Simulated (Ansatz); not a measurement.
# Phases of SnSe at 44 GPa

Structure types of SnSe are relaxed in primitive cells with their symmetry kept at 44 GPa, on PAW files; LAPW relaxes the small cells further and takes the PAW cell for the others (marked *). The enthalpy is E + pV at zero temperature, without zero-point motion. Only the types listed were tried, and differences under about 5 meV/atom are mesh noise. The real phase may be another.

Computed with Ansatz 0.2.0; functional PBE, scalar-relativistic. Settings: Fermi–Dirac smearing of 0.1 eV, no spin polarisation. Methods: LAPW: all electrons, basis error target 0.5 meV/atom; PAW: frozen-core files, cutoff 420 eV.

k meshes: rocksalt 14×14×14, CsCl 14×14×14, zincblende 12×12×12, anti NiAs 11×11×6, wurtzite 10×10×5.

Spin–orbit coupling is left out, which matters for the heavy atoms.

```csv
start type,ends as,"a, b, c (Å)",V (Å³/atom),"H − H(lowest), LAPW (meV/atom)"
rocksalt,"rocksalt, Fm-3m","5.317, 5.317, 5.317",18.79,359.6
CsCl,"CsCl, Pm-3m","3.241, 3.241, 3.241",17.02,0.0
zincblende,"zincblende, F-43m","5.652, 5.652, 5.652",22.57,?
anti NiAs*,"distorted anti NiAs, P6_3/mmc","3.269, 3.269, 7.641",17.68,?
wurtzite*,"distorted wurtzite, P6_3mc","2.849, 2.849, 10.008",17.59,486.5
```

Problem. What belongs in the row "anti NiAs*", column "H − H(lowest), LAPW (meV/atom)"?

Solution. 205.0.

Problem. Fill in "H − H(lowest), LAPW (meV/atom)" for the row "zincblende".

Solution. 2184.2.

Problem. Split the lead of CsCl over distorted anti NiAs into energy and pV.

Solution. For distorted anti NiAs less CsCl: ΔE = +22.7 meV/atom, and p·ΔV = 44 GPa × +0.6635 Å³ × 6.242 meV/(GPa·Å³) = +182.2 meV/atom, together 204.9 meV/atom. CsCl wins on both counts.
